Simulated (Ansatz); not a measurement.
# Random displacements in SnO

These are results of DFT PBE+D3(BJ), scalar-relativistic, plane waves, PAW in Ansatz 0.2.0, not measurements. The runs took a 650 eV cutoff, a Γ-centred 12×12×10 mesh and Gaussian smearing (0.15 eV). No spin polarisation. Energies are free energies at this smearing, counted from the undisturbed cell; pressure is positive in compression.

The starting cell (as given, not relaxed at this level):

```
CELL_PARAMETERS angstrom
3.80200 0.00000 0.00000
0.00000 3.80200 0.00000
0.00000 0.00000 4.83600
ATOMIC_POSITIONS crystal
Sn 0.00000 0.50000 0.23850
Sn 0.50000 0.00000 0.76150
O 0.00000 0.00000 0.00000
O 0.50000 0.50000 0.00000
```

The atoms are displaced (Å, in the unstrained cell):

| atom | ux | uy | uz |
| --- | --- | --- | --- |
| Sn1 | -0.037 | 0.011 | 0.027 |
| Sn2 | 0.023 | 0.047 | -0.039 |
| O3 | -0.015 | -0.120 | 0.002 |
| O4 | 0.029 | 0.062 | 0.010 |

Strain (Voigt, engineering shear): (0.0142, -0.0038, -0.0065, -0.0202, -0.0194, 0.0104).

Task: What are the energy change, the stress and the forces?

Result: ΔE = 31.4 meV/atom; stress (xx, yy, zz, yz, xz, xy; compression positive) (0.63, 0.91, -0.92, -0.08, 1.79, -0.41) GPa.
```tsv
atom	Fx (eV/Å)	Fy	Fz
Sn1	0.31	-0.21	-0.01
Sn2	-0.19	-0.25	0.33
O3	0.28	1.27	-0.28
O4	-0.40	-0.80	-0.03
```

Cost: 1 run of about 1.5 core-minutes, on Intel Xeon 6975P-C (Granite Rapids) (shared hosts).